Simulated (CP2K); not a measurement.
## Cd under changes of volume

One of the cells (21.585 Å³/atom); the others are scaled copies at fixed shape and fractional positions:

```xyz
2
Lattice="2.9789 0.0000 0.0000 -1.4894 2.5798 0.0000 0.0000 0.0000 5.6177" Properties=species:S:1:pos:R:3 pbc="T T T"
Cd    1.4894    0.8599    4.2132
Cd    0.0000    1.7199    1.4044
```

```yaml
Program: CP2K 2026.2
Functional: PBE
Potentials_or_basis: POTENTIAL_UZH Cd GTH-PBE-q12; TZVP-MOLOPT-PBE-GTH basis
Density_cutoff: 6123 eV
k_mesh: 10 × 10 × 5
Occupations: fermi-dirac, width 0.05 eV
Spin: no spin polarisation
```

```csv
volume (Å³/atom),energy over the lowest point (meV/atom),pressure (GPa),largest force (eV/Å)
20.290,56.24,8.0,0.000
20.722,37.15,6.2,0.000
21.154,22.60,4.6,0.000
21.585,12.06,3.2,0.000
22.017,5.05,2.0,0.003
22.449,?,?,?
22.880,0.00,0.0,0.002
```

**Question.** What does the run at 22.449 Å³/atom give?

**Answer.** Energy over the lowest point 1.16 meV/atom; pressure 0.9 GPa; largest force 0.002 eV/Å.

Worked out: A Birch-Murnaghan fit of order 3 (a polynomial in V^(-2/3)) to the other rows has its minimum at 22.86 Å³/atom with B0 = V·E''(V) = 48 GPa and B' = 5.6 at fixed shape and positions, which overstates the stiffness. It gives 1.15 meV/atom at 22.449 Å³/atom, against the run's 1.16, and -dE/dV = 0.9 GPa, against 0.9.

Energies are extrapolated to zero smearing.

Caveats: the basis of atomic orbitals isn't converged, which shifts pressures, moduli and gaps.
